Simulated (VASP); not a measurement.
# HgTe (Coloradoite) (F-43m) in VASP: notebook, part 2 of 2

VASP 6.6.1.

### Step 4. Relaxation of the atoms, PBEsol (a relaxed cell with its volume scaled by 0.94)

Input file INCAR:

```
ALGO = Normal ; EDIFF = 1E-7
EDIFFG = -0.01 ; ENCUT = 600
GGA = PS ; IBRION = 2
ISIF = 2 ; ISMEAR = 0
LASPH = True ; LCHARG = False
LREAL = False ; LWAVE = False
NELM = 80 ; NSW = 40
PREC = Accurate ; SIGMA = 0.03
```

Input file KPOINTS:

```
k-points
0
Gamma
  10 10 10
```

Input file POSCAR:

```
HgTe                                    
1.0
    0.0000000000      3.1915001823      3.1915001823
    3.1915001823      0.0000000000      3.1915001823
    3.1915001823      3.1915001823      0.0000000000
  Hg              Te            
     1     1
Direct
     0.0000000000000000    0.0000000000000000    0.0000000000000000
     0.2500000000000000    0.2500000000000000    0.2500000000000000
```

Potentials or basis: VASP PAW PBE potentials, release 64 (Hg, Te).

On the command line:

```console
$ cat potpaw_PBE.64/Hg/POTCAR potpaw_PBE.64/Te/POTCAR > POTCAR
$ mpirun -np 1 vasp_std > vasp.out
```

OUTCAR:

```text
EDIFF = 1E-7
   EDIFFG = -0.01
   ENCUT = 600
   GGA = PS
   IBRION = 2
   ISIF = 2
   ISMEAR = 0
   LASPH = True
   LREAL = False
   NELM = 80
   NSW = 40
   PREC = Accurate

 ion  position               nearest neighbor table
   1  0.000  0.000  0.000-   2 2.76   2 2.76   2 2.76   2 2.76
   2  0.250  0.250  0.250-   1 2.76   1 2.76   1 2.76   1 2.76

  LATTYP: Found a face centered cubic cell.
 ALAT       =     6.3830003646

  Lattice vectors:

 A1 = (   0.0000000000,   3.1915001823,   3.1915001823)
 A2 = (   3.1915001823,   0.0000000000,   3.1915001823)
 A3 = (   3.1915001823,   3.1915001823,   0.0000000000)

Analysis of symmetry for initial positions (statically):
=====================================================================
 Subroutine PRICEL returns:
 Original cell was already a primitive cell.

 Routine SETGRP: Setting up the symmetry group for a
 face centered cubic supercell.

 Subroutine GETGRP returns: Found 24 space group operations
 (whereof 24 operations were pure point group operations)
 out of a pool of 48 trial point group operations.

The static configuration has the point symmetry T_d .

Analysis of symmetry for dynamics (positions and initial velocities):
[... 180 lines left out ...]
     11       7.4716      0.00000
     12       7.4716      0.00000
     13       7.4716      0.00000
[... 354 lines left out ...]
  band No.  band energies     occupation
      1      -8.2789      2.00000
      2      -4.0750      2.00000
      3      -3.9392      2.00000
      4      -3.9149      2.00000
      5      -3.5801      2.00000
      6      -3.5401      2.00000
      7      -1.3338      2.00000
      8       1.1524      2.00000
      9       1.3561      2.00000
     10       5.3892      0.00000
     11       6.2119      0.00000
     12       9.7779      0.00000
     13      10.5854      0.00000

 [... further k-points ...]

------------------------ aborting loop because EDIFF is reached ----------------------------------------

  FORCE on cell =-STRESS in cart. coord.  units (eV):
  Direction    XX          YY          ZZ          XY          YZ          ZX
  --------------------------------------------------------------------------------------
  -------------------------------------------------------------------------------------
  Total        1.2396849      1.2396849      1.2396849     -0.0000000      0.0000000      0.0000000
  in kB       30.5497233     30.5497233     30.5497233     -0.0000000      0.0000000      0.0000000
  external PRESSURE =      30.5497233 kB  Pullay stress =       0.0000000 kB

 VOLUME and BASIS-vectors are now :
 -----------------------------------------------------------------------------
  energy-cutoff  :      600.00
  volume of cell :       65.02
      direct lattice vectors                 reciprocal lattice vectors
     0.000000000  3.191500182  3.191500182    -0.156666135  0.156666135  0.156666135
     3.191500182  0.000000000  3.191500182     0.156666135 -0.156666135  0.156666135
     3.191500182  3.191500182  0.000000000     0.156666135  0.156666135 -0.156666135

 POSITION                                       TOTAL-FORCE (eV/Angst)
 -----------------------------------------------------------------------------------
      0.00000      0.00000      0.00000        -0.000000      0.000000      0.000000
      1.59575      1.59575      1.59575         0.000000     -0.000000     -0.000000
 -----------------------------------------------------------------------------------
    total drift:                                0.000000      0.000000      0.000000

  FREE ENERGIE OF THE ION-ELECTRON SYSTEM (eV)
  ---------------------------------------------------
  free  energy   TOTEN  =        -4.3391295128 eV

  energy  without entropy=       -4.3390832341  energy(sigma->0) =       -4.33910637

 reached required accuracy - stopping structural energy minimisation
```

OSZICAR:

```text
N       E                     dE             d eps       ncg     rms          rms(c)
DAV:   1     0.115974984333E+03    0.11597E+03   -0.88335E+03  1230   0.135E+03
DAV:   2     0.237557346160E+00   -0.11574E+03   -0.10983E+03  1287   0.281E+02
DAV:   3    -0.453676197208E+01   -0.47743E+01   -0.47381E+01  1537   0.586E+01
DAV:   4    -0.458312336585E+01   -0.46361E-01   -0.46353E-01  1655   0.535E+00
DAV:   5    -0.458337839357E+01   -0.25503E-03   -0.25503E-03  1502   0.328E-01    0.834E+00
DAV:   6    -0.435273539163E+01    0.23064E+00   -0.56814E-01  1417   0.116E+01    0.660E+00
DAV:   7    -0.434157899194E+01    0.11156E-01   -0.12301E-01  1352   0.286E+00    0.236E+00
DAV:   8    -0.433938390293E+01    0.21951E-02   -0.13093E-02  1277   0.159E+00    0.690E-01
DAV:   9    -0.433911930834E+01    0.26459E-03   -0.85383E-04  1437   0.381E-01    0.154E-01
DAV:  10    -0.433912415846E+01   -0.48501E-05   -0.87523E-05  1393   0.101E-01    0.578E-02
DAV:  11    -0.433913145884E+01   -0.73004E-05   -0.30006E-05  1352   0.563E-02    0.407E-02
DAV:  12    -0.433912953061E+01    0.19282E-05   -0.55563E-06  1362   0.261E-02    0.185E-02
DAV:  13    -0.433912951282E+01    0.17789E-07   -0.40207E-07  1377   0.430E-03
   1 F= -.43391295E+01 E0= -.43391064E+01  d E =-.433913E+01
```

It took 55 s on 1 thread of AMD EPYC 7R13 (Zen 3), shared host; peak memory 0.21 GiB.

What came out:

- Free energy: -4.3391 eV
- Pressure after relaxing: 3.1 GPa
- Band gap on the k mesh: none (metal or under the smearing width)

Final structure:
```
Hg Te
1.0
     0.00000    3.19150    3.19150
     3.19150    0.00000    3.19150
     3.19150    3.19150    0.00000
Hg Te
1 1
Cartesian
  0.0000 0.0000 0.0000
  1.5958 1.5958 1.5958
```

Levels at points of the mesh, in eV from the Fermi level:
```csv
k point,band 6,band 7,band 8,band 9,band 10,band 11,band 12,band 13
"(0.00, 0.00, 0.00)",-7.00,-0.72,-0.01,-0.01,-0.01,4.10,4.10,4.10
"(0.50, 0.00, 0.00)",-6.68,-5.81,-1.08,-1.08,0.63,4.93,4.93,6.69
"(0.50, 0.50, 0.00)",-6.51,-5.69,-2.47,-2.47,1.81,2.27,8.24,8.96
```

Caveat: the relaxation stopped at its first step, so nothing moved; the PAW data sets were made with another functional, which shifts forces and pressure a little. Spin-orbit coupling is left out, which matters for the levels of Hg, Te.
